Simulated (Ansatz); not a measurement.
## All-electron card of MgTe

```
Mg Te
1.0
     4.54000    0.00000    0.00000
    -2.27000    3.93176    0.00000
     0.00000    0.00000    7.39500
Mg Te
2 2
Direct
  0.33333 0.66667 0.00000
  0.66667 0.33333 0.50000
  0.33333 0.66667 0.37000
  0.66667 0.33333 0.87000
```

Atom numbers follow the list: Mg1, Mg2, Te3, Te4.

The cell is COD entry 1538744, as deposited and not checked against the literature; nothing was relaxed.

No spin–orbit coupling, which matters for the heavy atoms here.

Levels of theory: DFT, PBEsol, all-electron LAPW, scalar-relativistic (Ansatz 0.2.0); DFT, PBEsol, PAW with Ansatz's default frozen-core files, scalar-relativistic (Ansatz 0.2.0).

For LAPW: a Γ-centred 9×9×5 k mesh, Fermi–Dirac smearing of 0.03 eV, basis error target 0.5 meV/atom, no spin polarisation. PAW takes a cutoff of 420 eV at this cell (files made with PBE, cores remade for this functional). The Ansatz runs share mesh, smearing and spin set-up. Values come from LAPW unless marked.

* Pressure at this cell: 4.4 kbar
* Band gap: 2.42 eV, direct at Γ
* Stress xx, yy, zz (compression positive): 0.07, 0.07, 1.18 GPa
* Largest force: 0.214 eV/Å on Mg1
* Löwdin charges (with 0.31 e of the cell spilling out of the atomic basis, so their sizes and signs hang on that basis): Mg1 1.32, Te3 -1.17 e
* Bader charges (from the PAW run): Mg1 +1.54, Te3 -1.54 e
* Volume per atom: 222.7 bohr³
